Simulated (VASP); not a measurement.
# ZnO, electric field gradients: which settings are enough?

ZnO, P6_3mc (no. 186), 4 atoms in the cell. LDA, electric field gradients; PAW potentials Zn, O (LDA set). VASP 6.6.1.

Wanted: Vzz within 1 %; asymmetry within 0.03.

POSCAR:
```
ZnO
1.0
    3.2493080000      0.0000000000      0.0000000000
   -1.6246540000      2.8139832727      0.0000000000
    0.0000000000      0.0000000000      5.2057090000
Zn O
2 2
Direct
    0.6666666667      0.3333333333      0.0000000000
    0.3333333333      0.6666666667      0.5000000000
    0.3333333333      0.6666666667      0.8790100000
    0.6666666667      0.3333333333      0.3790100000
```

The series start from ENCUT (eV): 600; k mesh: 6 × 6 × 4; EDIFF (eV): 1e-7; PREC: Accurate; LREAL: no; ALGO: Normal. Each series keeps the choices made before it, and each single choice may use up half of a tolerance.

## ENCUT (eV)

| ENCUT (eV) | Vzz, largest deviation against the largest value | Asymmetry, largest deviation | SCF iterations | Time (s) |
|---|---|---|---|---|
| 400 | 6.1 % | 0.005 | 15 | 4.2 |
| 500 | 0.83 % | 0.005 | 15 | 4.6 |
| 600 | 0.21 % | 0.001 | 15 | 6.6 |
| 700 | 0.052 % | 0.001 | 15 | 6.9 |
| 800 | 0.26 % | 0.006 | 15 | 7.7 |
| 1000 (reference) | 0 % | 0.000 | 16 | 11 |

Chosen: 600, the loosest value from which every tighter one stays within half of the tolerance.

## k mesh

| k mesh | Vzz, largest deviation against the largest value | Asymmetry, largest deviation | SCF iterations | Time (s) |
|---|---|---|---|---|
| 3 × 3 × 2 | 255 % | 0.004 | 16 | 4.0 |
| 4 × 4 × 2 | 29 % | 0.002 | 16 | 3.9 |
| 5 × 5 × 3 | 14 % | 0.001 | 16 | 4.3 |
| 6 × 6 × 4 | 9.2 % | 0.001 | 15 | 6.6 |
| 7 × 7 × 4 | 1.1 % | 0.000 | 16 | 6.4 |
| 9 × 9 × 5 (reference) | 0 % | 0.000 | 15 | 7.5 |

Chosen: 9 × 9 × 5; the next looser run is off by more than half of the tolerance, so convergence isn't shown beyond this value.

## EDIFF (eV)

| EDIFF (eV) | Vzz, largest deviation against the largest value | Asymmetry, largest deviation | SCF iterations | Time (s) |
|---|---|---|---|---|
| 0.0001 | 0.33 % | 0.000 | 12 | 6.7 |
| 1e-5 | 0.28 % | 0.000 | 12 | 6.4 |
| 1e-6 | 0.094 % | 0.000 | 15 | 7.7 |
| 1e-7 | 0.047 % | 0.000 | 15 | 7.5 |
| 1e-8 (reference) | 0 % | 0.000 | 18 | 9.2 |

Chosen: 0.0001.

## PREC

| PREC | Vzz, largest deviation against the largest value | Asymmetry, largest deviation | SCF iterations | Time (s) |
|---|---|---|---|---|
| Accurate | 0 % | 0.000 | 12 | 6.7 |
| Normal | 0.42 % | 0.015 | 12 | 4.5 |

Chosen: Normal, the fastest of those that stay within half of the tolerance.

## LREAL

| LREAL | Vzz, largest deviation against the largest value | Asymmetry, largest deviation | SCF iterations | Time (s) |
|---|---|---|---|---|
| no | 0 % | 0.000 | 12 | 4.5 |
| Auto | 0.19 % | 0.000 | 12 | 5.1 |

Chosen: no; no other choice that stays within half of the tolerance saves 30 % of the time.

## ALGO

| ALGO | Vzz, largest deviation against the largest value | Asymmetry, largest deviation | SCF iterations | Time (s) |
|---|---|---|---|---|
| Normal | 0 % | 0.000 | 12 | 4.5 |
| Fast | 0.7 % | 0.003 | 13 | 4.5 |
| All | 0.52 % | 0.000 | 14 | 4.9 |

Chosen: Normal.

## All choices together

| Input | Vzz, largest deviation against the largest value | Asymmetry, largest deviation | Time (s) |
|---|---|---|---|
| defaults, on a 5 × 5 × 3 mesh (naive) | 2.3 % | 0.062 | 2.4 |
| chosen settings | 0.76 % | 0.017 | 4.5 |
| reference settings throughout | 0 % | 0.000 | 15 |

The chosen settings stay within the tolerance of the reference run, but the reference itself isn't shown to be converged in: k mesh.

Values of the reference run: Vzz: 0.826, 0.826, -2.114, -2.114 V/A^2; Asymmetry: 0.003, 0.003, 0, 0 asymmetry, 0 where Vzz is under 0.3 V/A^2.

## The input

INCAR:
```
GGA = CA
PREC = Normal
ENCUT = 600
EDIFF = 1E-4
LREAL = F
LASPH = T
ALGO = Normal
NELM = 120
LWAVE = F
LCHARG = F
ISMEAR = 0
SIGMA = 0.02
LEFG = T
QUAD_EFG = 150 -25.58
KPAR = 4
```

KPOINTS:
```
Automatic mesh
0
Gamma
  9 9 5
  0 0 0
```

Commands:
```
cat potpaw_LDA.64/Zn/POTCAR potpaw_LDA.64/O/POTCAR > POTCAR
mpirun -np 4 vasp_std > vasp.out
```

Limits: At EDIFF = 0.0001 other algorithms end up to 0.7 times the tolerance apart, so this threshold passes by luck, and a tighter one is safer.

The chosen input took VASP 6.6.1 4.5 s on 4 cores (Intel Xeon 6975P-C (Granite Rapids)), a shared host.

## An input that fails: cutoff far too low

It runs to its end, but against the unchanged starting input it is off by 29 % in the Vzz, 0.510 in the asymmetry.

Changes against the starting input:
```
- ENCUT = 600
+ ENCUT = 120
```
